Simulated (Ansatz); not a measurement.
Runs of Ansatz 0.2.0 on Ta. It takes space group Im-3m (No. 229, cubic). Conventional cell: a = 3.303 Å, b = 3.303 Å, c = 3.303 Å, α = 90.00°, β = 90.00°, γ = 90.00°. Ta (site symmetry m-3m) has 8 Ta at 2.86 Å as nearest neighbours. 

| task | level | potentials or basis | spin | k mesh | cutoff (eV) | smearing | gap on the mesh (eV) | pressure (GPa) |
| --- | --- | --- | --- | --- | --- | --- | --- | --- |
| band structure | BLYP | all-electron LAPW, scalar-relativistic | off | 11 × 11 × 11 | 262 | fermi-dirac 0.05 eV | - | (b) |
| band structure | PBE | all-electron LAPW, relativistic spinors | SOC, no magnetisation | 8 × 8 × 8 | 263 | fermi-dirac 0.05 eV | - | 1.0 |
| atomic charges | LDA+D3(BJ) | all-electron LAPW, relativistic spinors | SOC, no magnetisation | 8 × 8 × 8 | 263 | gaussian 0.05 eV | none | -17.0 |
| single point | LDA | all-electron LAPW, scalar-relativistic | off | 11 × 11 × 11 | 262 | gaussian 0.05 eV | none | -9.6 |
| single point | PBE | all-electron LAPW, scalar-relativistic | off | 11 × 11 × 11 | 262 | gaussian 0.024 eV | none | 2.1 |
| single point | PBE | all-electron LAPW, scalar-relativistic | off | 11 × 11 × 11 | 262 | gaussian 0.011 eV | none | 2.1 |
| band structure | PBEsol | all-electron LAPW, scalar-relativistic | off | 11 × 11 × 11 | 262 | fermi-dirac 0.05 eV | - | -4.4 |
| elastic constants | LDA | all-electron LAPW, scalar-relativistic | off | 8 × 8 × 8 | 284 | fermi-dirac 0.05 eV | none | (a) |

Alike in all rows: cell as given; basis error allowed 0.001 eV/atom.

Estimate the missing entries.

(a) -10.7; (b) 8.7.

Caveats: the k mesh is thin for a metal, which can move the energy by tens of meV per atom (some runs); spin-orbit coupling is left out, which moves the levels of the heavy elements (some runs); so large a pressure means that the cell lies far from this level's equilibrium, or that cutoff or potentials fall short (some runs); pairwise dispersion overbinds metals, which lowers pressure and volume (some runs); the dispersion damping was fitted for another functional or another form of the correction (some runs); a metal's response needs a denser mesh (some runs); the cell is more than 3 GPa from zero pressure, which shifts response properties (some runs).

A k mesh can miss the band edges, and rows without SOC leave out spin-orbit coupling on Ta.

A gap of «none» marks a metal or a gap under the smearing width.

The runs don't all hold the same shells in valence.
